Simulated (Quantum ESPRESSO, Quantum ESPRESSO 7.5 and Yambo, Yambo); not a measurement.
# AgBr (Bromargyrite): G0W0 with Yambo, start to end

How does a plane-wave GW calculation on AgBr (Bromargyrite) run from the first input to the gap?

Method: PBE and many-body steps on it, plane waves, in Quantum ESPRESSO 7.5 and Yambo 5.3.0.

**1. The starting structure**

The structure is cubic, space group Fm-3m (No. 225). Conventional cell: a = 5.775 Å, b = 5.775 Å, c = 5.775 Å, α = 90.00°, β = 90.00°, γ = 90.00°. Ag has 6 Br at 2.89 Å nearest. Br has 6 Ag at 2.89 Å nearest. Farther neighbours and most contacts between anions are not listed.

As a file:

```cif
data_structure
_symmetry_space_group_name_H-M 'P 1'
_symmetry_Int_Tables_number 1
_cell_length_a 4.0832
_cell_length_b 4.0832
_cell_length_c 4.0832
_cell_angle_alpha 60.000
_cell_angle_beta 60.000
_cell_angle_gamma 60.000
_cell_volume 48.14
loop_
_atom_site_label
_atom_site_type_symbol
_atom_site_fract_x
_atom_site_fract_y
_atom_site_fract_z
_atom_site_occupancy
Ag1 Ag 0.00000 0.00000 0.00000 1
Br2 Br 0.50000 0.50000 0.50000 1
```

The cell and positions come from the Crystallography Open Database and are kept as given unless a step says otherwise.

**2. Ground state**

This step: Quantum ESPRESSO 7.5; DFT, PBE, plane waves, norm-conserving pseudopotentials.

The ground-state density comes first.

The input, pw.in:

```
&control
  calculation = 'scf'
  prefix = 'x'
  outdir = 'o'
  pseudo_dir = 'pseudo'
/
&system
  ibrav = 0
  nat = 2
  ntyp = 2
  ecutwfc = 76.0
  nbnd = 23
  force_symmorphic = .true.
/
&electrons
  conv_thr = 1e-10
  electron_maxstep = 80
  mixing_beta = 0.5
/
ATOMIC_SPECIES
  Ag 107.87 Ag.upf
  Br 79.904 Br.upf
CELL_PARAMETERS angstrom
  0.0000000000 2.8872500000 2.8872500000
  2.8872500000 -0.0000000000 2.8872500000
  2.8872500000 2.8872500000 0.0000000000
ATOMIC_POSITIONS crystal
  Ag 0.0000000000 0.0000000000 0.0000000000
  Br 0.5000000000 0.5000000000 0.5000000000
K_POINTS automatic
  6 6 6 0 0 0
```

Run with:

```bash
OMP_NUM_THREADS=1 mpirun -n 4 pw.x -nk 4 -in pw.in > pw.out
```

The program printed:

```text
Program PWSCF v.7.5 starts

     This program is part of the open-source Quantum ESPRESSO suite
     for quantum simulation of materials; please cite
         "P. Giannozzi et al., J. Phys.:Condens. Matter 21 395502 (2009);
         "P. Giannozzi et al., J. Phys.:Condens. Matter 29 465901 (2017);
         "P. Giannozzi et al., J. Chem. Phys. 152 154105 (2020);
     in publications or presentations arising from this work. More details at
     Message from routine setup:
     using ibrav=0 with symmetry is DISCOURAGED, use correct ibrav instead

     G-vector sticks info

     bravais-lattice index     =            0
     lattice parameter (alat)  =       7.7161  a.u.
     unit-cell volume          =     324.8477 (a.u.)^3
     number of atoms/cell      =            2
     number of atomic types    =            2
     number of electrons       =        36.00
     number of Kohn-Sham states=           23
     kinetic-energy cutoff     =      76.0000  Ry
     charge density cutoff     =     304.0000  Ry
     scf convergence threshold =      1.0E-10
     mixing beta               =       0.5000
     number of iterations used =            8  plain     mixing
     Exchange-correlation= PBE
                           (   1   4   3   4   0   0   0)

     celldm(1)=   7.716107  celldm(2)=   0.000000  celldm(3)=   0.000000
     celldm(4)=   0.000000  celldm(5)=   0.000000  celldm(6)=   0.000000

     crystal axes: (cart. coord. in units of alat)
               a(1) = (   0.000000   0.707107   0.707107 )
               a(2) = (   0.707107  -0.000000   0.707107 )
               a(3) = (   0.707107   0.707107   0.000000 )

     reciprocal axes: (cart. coord. in units 2 pi/alat)
               b(1) = ( -0.707107  0.707107  0.707107 )
               b(2) = (  0.707107 -0.707107  0.707107 )
               b(3) = (  0.707107  0.707107 -0.707107 )
     Pseudo is Norm-conserving + core correction, Zval = 19.0
     Generated using ONCVPSP code by D. R. Hamann
     Using radial grid of 1538 points,  6 beta functions with:
     Pseudo is Norm-conserving + core correction, Zval = 17.0
     Generated using ONCVPSP code by D. R. Hamann
     Using radial grid of 1098 points,  6 beta functions with:
     Ag               19.00   107.87000     Ag( 1.00)
     Br               17.00    79.90400     Br( 1.00)

     48 Sym. Ops., with inversion, found

   Cartesian axes

     site n.     atom                  positions (alat units)
         1        Ag     tau(   1) = (   0.0000000   0.0000000   0.0000000  )
         2        Br     tau(   2) = (   0.7071068   0.7071068   0.7071068  )

     number of k points=    16
                       cart. coord. in units 2pi/alat
        k(    1) = (   0.0000000   0.0000000   0.0000000), wk =   0.0092593
        k(    2) = (   0.1178511   0.1178511  -0.1178511), wk =   0.0740741
        k(    3) = (   0.2357023   0.2357023  -0.2357023), wk =   0.0740741
        k(    4) = (  -0.3535534  -0.3535534   0.3535534), wk =   0.0370370
        k(    5) = (   0.2357023   0.0000000  -0.0000000), wk =   0.0555556
        k(    6) = (   0.3535534   0.1178511  -0.1178511), wk =   0.2222222
        k(    7) = (  -0.2357023  -0.4714045   0.4714045), wk =   0.2222222
        k(    8) = (  -0.1178511  -0.3535534   0.3535534), wk =   0.2222222
        k(    9) = (   0.0000000  -0.2357023   0.2357023), wk =   0.1111111
        k(   10) = (   0.4714045   0.0000000  -0.0000000), wk =   0.0555556
     [... 4 further rows ...]
        k(   15) = (  -0.1178511  -0.3535534   0.5892557), wk =   0.2222222
        k(   16) = (  -0.7071068   0.2357023   0.0000000), wk =   0.1111111

     Dense  grid:    29123 G-vectors     FFT dimensions: (  45,  45,  45)

     Initial potential from superposition of free atoms

     starting charge      35.9995, renormalised to      36.0000
     Starting wfcs are   19 randomized atomic wfcs +    4 random wfcs

     per-process dynamical memory:    29.6 Mb

     Self-consistent Calculation

     iteration #  1     ecut=    76.00 Ry     beta= 0.50

     Threshold (ethr) on eigenvalues was too large:
     Diagonalizing with lowered threshold

     total energy              =    -580.82742874 Ry
     estimated scf accuracy    <       0.02654878 Ry

     iteration #  2     ecut=    76.00 Ry     beta= 0.50

     total energy              =    -580.83468106 Ry
     estimated scf accuracy    <       0.00494654 Ry

     iteration #  3     ecut=    76.00 Ry     beta= 0.50

     total energy              =    -580.83557517 Ry
     estimated scf accuracy    <       0.00030962 Ry

     iteration #  4     ecut=    76.00 Ry     beta= 0.50

     total energy              =    -580.83560811 Ry
     estimated scf accuracy    <       0.00002358 Ry

     iteration #  5     ecut=    76.00 Ry     beta= 0.50

     total energy              =    -580.83561060 Ry
     estimated scf accuracy    <       0.00000160 Ry

     iteration #  6     ecut=    76.00 Ry     beta= 0.50

     total energy              =    -580.83561080 Ry
     estimated scf accuracy    <       0.00000002 Ry

     iteration #  7     ecut=    76.00 Ry     beta= 0.50

     total energy              =    -580.83561081 Ry
     estimated scf accuracy    <          2.2E-09 Ry

     iteration #  8     ecut=    76.00 Ry     beta= 0.50

     total energy              =    -580.83561081 Ry
     estimated scf accuracy    <          3.8E-10 Ry

     iteration #  9     ecut=    76.00 Ry     beta= 0.50

     End of self-consistent calculation

          k = 0.0000 0.0000 0.0000 (  3695 PWs)   bands (ev):

   -80.6914 -51.2099 -51.2099 -51.2095 -51.2095 -51.2095 -44.2125 -44.2125
   -44.2125  -5.5764   6.6720   6.6720   6.6720   6.6726   6.6726   7.5251
     7.5251   7.5251  10.0695  19.3263  19.3263  19.3263  20.6112

          k = 0.1179 0.1179-0.1179 (  3632 PWs)   bands (ev):

   -80.6912 -51.2099 -51.2099 -51.2095 -51.2095 -51.2095 -44.2129 -44.2125
   -44.2125  -5.4768   6.0307   6.1077   6.1077   6.7427   6.7427   7.1277
     8.2043   8.2043  11.3616  17.4621  18.5440  18.5440  20.3500

          k = 0.2357 0.2357-0.2357 (  3633 PWs)   bands (ev):

   -80.6912 -51.2099 -51.2099 -51.2095 -51.2095 -51.2095 -44.2136 -44.2126
   -44.2126  -5.2644   4.7818   5.5376   5.5376   6.8890   6.8890   7.2082
     9.0342   9.0342  12.8929  16.0160  16.8812  16.8812  20.7101

          k =-0.3536-0.3536 0.3536 (  3648 PWs)   bands (ev):

     [... further k-points ...]

     highest occupied, lowest unoccupied level (ev):     9.3930   10.0695

!    total energy              =    -580.83561081 Ry
     estimated scf accuracy    <          9.5E-12 Ry

     The total energy is the sum of the following terms:
     one-electron contribution =    -317.34591710 Ry
     hartree contribution      =     165.01635383 Ry
     xc contribution           =     -90.89128098 Ry
     ewald contribution        =    -337.61476655 Ry

     convergence has been achieved in   9 iterations

     XML data file, charge density, pseudopotentials, collected wavefunctions

=------------------------------------------------------------------------------=
   JOB DONE.
=------------------------------------------------------------------------------=
```

The job ended after 9 s (4 MPI ranks of Intel Xeon 6975P-C (Granite Rapids), shared host; peak memory 0.29 GiB).

Numbers from this step:

| Quantity | Value |
| --- | --- |
| total energy | -7902.6711 eV |
| gap | 0.6765 eV |
| k of the valence top | 0, 0, -0.5 |
| k of the conduction bottom | 0, 0, 0 |
| least direct gap | 2.544 eV |

The gap is indirect, with the least direct gap 1.87 eV higher.

**3. Bands along the symmetry lines**

Levels along a band path, at the cheap level, show where the edges lie and whether the meshes to come will hold them.

The input, pw.in:

```
&control
  calculation = 'bands'
  prefix = 'x'
  outdir = 'o'
  pseudo_dir = 'pseudo'
/
&system
  ibrav = 0
  nat = 2
  ntyp = 2
  ecutwfc = 76.0
  nbnd = 24
  force_symmorphic = .true.
/
&electrons
  conv_thr = 1e-9
  electron_maxstep = 80
  diago_full_acc = .true.
  diago_thr_init = 5e-6
/
ATOMIC_SPECIES
  Ag 107.87 Ag.upf
  Br 79.904 Br.upf
CELL_PARAMETERS angstrom
  0.0000000000 2.8872500000 2.8872500000
  2.8872500000 -0.0000000000 2.8872500000
  2.8872500000 2.8872500000 0.0000000000
ATOMIC_POSITIONS crystal
  Ag 0.0000000000 0.0000000000 0.0000000000
  Br 0.5000000000 0.5000000000 0.5000000000
K_POINTS crystal
  50
  0.00000000 0.00000000 0.00000000 1
  0.06250000 0.00000000 0.06250000 1
  0.12500000 0.00000000 0.12500000 1
  0.18750000 0.00000000 0.18750000 1
  0.25000000 0.00000000 0.25000000 1
  0.31250000 0.00000000 0.31250000 1
  0.37500000 0.00000000 0.37500000 1
  0.43750000 0.00000000 0.43750000 1
  0.50000000 0.00000000 0.50000000 1
  0.51562500 0.03125000 0.51562500 1
  0.53125000 0.06250000 0.53125000 1
  0.54687500 0.09375000 0.54687500 1
  0.56250000 0.12500000 0.56250000 1
  0.57812500 0.15625000 0.57812500 1
  0.59375000 0.18750000 0.59375000 1
  0.60937500 0.21875000 0.60937500 1
  0.62500000 0.25000000 0.62500000 1
  0.37500000 0.37500000 0.75000000 1
  0.32812500 0.32812500 0.65625000 1
  0.28125000 0.28125000 0.56250000 1
  0.23437500 0.23437500 0.46875000 1
  0.18750000 0.18750000 0.37500000 1
  0.14062500 0.14062500 0.28125000 1
  0.09375000 0.09375000 0.18750000 1
  0.04687500 0.04687500 0.09375000 1
  0.00000000 0.00000000 0.00000000 1
  0.06250000 0.06250000 0.06250000 1
  0.12500000 0.12500000 0.12500000 1
  0.18750000 0.18750000 0.18750000 1
  0.25000000 0.25000000 0.25000000 1
  0.31250000 0.31250000 0.31250000 1
  0.37500000 0.37500000 0.37500000 1
  0.43750000 0.43750000 0.43750000 1
  0.50000000 0.50000000 0.50000000 1
  0.50000000 0.46875000 0.53125000 1
  0.50000000 0.43750000 0.56250000 1
  0.50000000 0.40625000 0.59375000 1
  0.50000000 0.37500000 0.62500000 1
  0.50000000 0.34375000 0.65625000 1
  0.50000000 0.31250000 0.68750000 1
  0.50000000 0.28125000 0.71875000 1
  0.50000000 0.25000000 0.75000000 1
  0.50000000 0.21875000 0.71875000 1
  0.50000000 0.18750000 0.68750000 1
  0.50000000 0.15625000 0.65625000 1
  0.50000000 0.12500000 0.62500000 1
  0.50000000 0.09375000 0.59375000 1
  0.50000000 0.06250000 0.56250000 1
  0.50000000 0.03125000 0.53125000 1
  0.50000000 0.00000000 0.50000000 1
```

The program printed:

```text
[banner, memory and clock lines left out]
Program PWSCF v.7.5 starts

     Atomic positions and unit cell read from directory:
     o/x.save/

     Message from routine setup:
     using ibrav=0 with symmetry is DISCOURAGED, use correct ibrav instead

     G-vector sticks info

     bravais-lattice index     =            0
     lattice parameter (alat)  =       7.7161  a.u.
     unit-cell volume          =     324.8477 (a.u.)^3
     number of atoms/cell      =            2
     number of atomic types    =            2
     number of electrons       =        36.00
     number of Kohn-Sham states=           24
     kinetic-energy cutoff     =      76.0000  Ry
     charge density cutoff     =     304.0000  Ry
     Exchange-correlation= PBE
                           (   1   4   3   4   0   0   0)

     celldm(1)=   7.716107  celldm(2)=   0.000000  celldm(3)=   0.000000
     celldm(4)=   0.000000  celldm(5)=   0.000000  celldm(6)=   0.000000

     crystal axes: (cart. coord. in units of alat)
               a(1) = (   0.000000   0.707107   0.707107 )
               a(2) = (   0.707107  -0.000000   0.707107 )
               a(3) = (   0.707107   0.707107   0.000000 )

     reciprocal axes: (cart. coord. in units 2 pi/alat)
               b(1) = ( -0.707107  0.707107  0.707107 )
               b(2) = (  0.707107 -0.707107  0.707107 )
               b(3) = (  0.707107  0.707107 -0.707107 )
     Pseudo is Norm-conserving + core correction, Zval = 19.0
     Generated using ONCVPSP code by D. R. Hamann
     Using radial grid of 1538 points,  6 beta functions with:
     Pseudo is Norm-conserving + core correction, Zval = 17.0
     Generated using ONCVPSP code by D. R. Hamann
     Using radial grid of 1098 points,  6 beta functions with:
     Ag               19.00   107.87000     Ag( 1.00)
     Br               17.00    79.90400     Br( 1.00)

     48 Sym. Ops., with inversion, found

   Cartesian axes

     site n.     atom                  positions (alat units)
         1        Ag     tau(   1) = (   0.0000000   0.0000000   0.0000000  )
         2        Br     tau(   2) = (   0.7071068   0.7071068   0.7071068  )

     number of k points=    50
                       cart. coord. in units 2pi/alat
        k(    1) = (   0.0000000   0.0000000   0.0000000), wk =   0.0400000
        k(    2) = (   0.0000000   0.0883883   0.0000000), wk =   0.0400000
        k(    3) = (   0.0000000   0.1767767   0.0000000), wk =   0.0400000
[...]
[... 38 further rows ...]
        k(   49) = (   0.0441942   0.7071068   0.0000000), wk =   0.0400000
        k(   50) = (   0.0000000   0.7071068   0.0000000), wk =   0.0400000

     Dense  grid:    29123 G-vectors     FFT dimensions: (  45,  45,  45)

     The potential is recalculated from file :
     o/x.save/charge-density

     Starting wfcs are   19 randomized atomic wfcs +    5 random wfcs

     Band Structure Calculation

     End of band structure calculation

          k = 0.0000 0.0000 0.0000 (  3695 PWs)   bands (ev):

   -80.6914 -51.2099 -51.2099 -51.2095 -51.2095 -51.2095 -44.2126 -44.2126
   -44.2126  -5.5764   6.6719   6.6719   6.6719   6.6726   6.6726   7.5251
     7.5251   7.5251  10.0695  19.3263  19.3263  19.3263  20.6109  21.1270

          k = 0.0000 0.0884 0.0000 (  3655 PWs)   bands (ev):

[...]
k = 0.0000 0.1768 0.0000 (  3643 PWs)   bands (ev):

[...]
k =-0.0000 0.2652 0.0000 (  3635 PWs)   bands (ev):

[...]
k = 0.0000 0.4419-0.0000 (  3619 PWs)   bands (ev):

[...]
k =-0.0000 0.5303 0.0000 (  3623 PWs)   bands (ev):

[...]
k = 0.0000 0.6187-0.0000 (  3624 PWs)   bands (ev):

[...]
k = 0.4640 0.4640-0.0000 (  3627 PWs)   bands (ev):

[...]
k = 0.3315 0.3315-0.0000 (  3635 PWs)   bands (ev):

[...]
k = 0.3094 0.7071-0.0000 (  3656 PWs)   bands (ev):

[...]
k = 0.2210 0.7071-0.0000 (  3636 PWs)   bands (ev):

[...]
k = 0.1768 0.7071-0.0000 (  3634 PWs)   bands (ev):

[...]
k = 0.0442 0.7071 0.0000 (  3614 PWs)   bands (ev):

[...]
k = 0.0000 0.7071 0.0000 (  3612 PWs)   bands (ev):

[...]
-44.2131  -5.1219   5.2448   6.4122   6.6477   6.6477   6.8265   7.0645
     7.0645   7.1540  11.0344  16.4868  18.3896  20.3618  20.3618  24.3149

     XML data file, pseudopotentials, collected wavefunctions
```

Run time: 6.5 s. Hardware: 4 MPI ranks; peak memory 0.26 GiB.

Numbers from this step:

```yaml
gap: 0.6765 eV
k_of_the_valence_top: 0.5, 0.5, 0.5
k_of_the_conduction_bottom: 0, 0, 0
least_direct_gap: 2.544 eV
```

The gap is 0.676 eV, as in the run before at this level.

Electronic bands along the path, in eV, zero at the top of the highest filled band:

```tsv
point	band 15	band 16	band 17	band 18	band 19	band 20	band 21	band 22
Γ	-2.72	-1.87	-1.87	-1.87	0.68	9.93	9.93	9.93
halfway	-2.64	-1.81	-1.81	-1.60	3.25	6.69	7.86	9.49
X	-2.57	-2.33	-2.33	-2.24	1.64	7.09	9.00	10.97
halfway	-2.34	-2.28	-2.08	-1.93	2.05	7.10	8.75	10.34
U	-2.38	-2.16	-1.97	-1.17	2.98	6.84	8.21	9.15
jump to K	-2.38	-2.16	-1.97	-1.17	2.98	6.84	8.21	9.15
halfway	-2.49	-2.00	-1.74	-0.20	3.75	6.49	7.50	7.83
Γ	-2.72	-1.87	-1.87	-1.87	0.68	9.93	9.93	9.93
halfway	-2.58	-2.25	-0.74	-0.74	2.86	7.17	8.25	8.25
L	-2.43	-2.09	0.00	0.00	3.79	6.49	6.81	6.81
halfway	-2.42	-2.14	-1.17	-0.59	4.48	5.27	7.84	7.90
W	-2.32	-2.23	-2.23	-1.48	3.76	7.15	7.68	7.68
halfway	-2.33	-2.33	-2.27	-1.72	2.47	7.18	8.53	9.07
X	-2.57	-2.33	-2.33	-2.24	1.64	7.09	9.00	10.97
```

(Continued in part 2 of 3.)

[Paths, hosts, dates, memory and timing lines, banners, echoed tables and standing remarks are left out of the program output.]

[Logs are printed without paths, hosts, clocks, repeated set-up lines and the standing remarks that a program may print on its own settings, such as how far it seeks lower states.]

[Runs of the session that timed out or met a known fault of the program may be left out.]

[Hosts, paths, dates, database ids (printed as entryN), source tags and the programs' standing remarks are cut or masked in the printed files.]
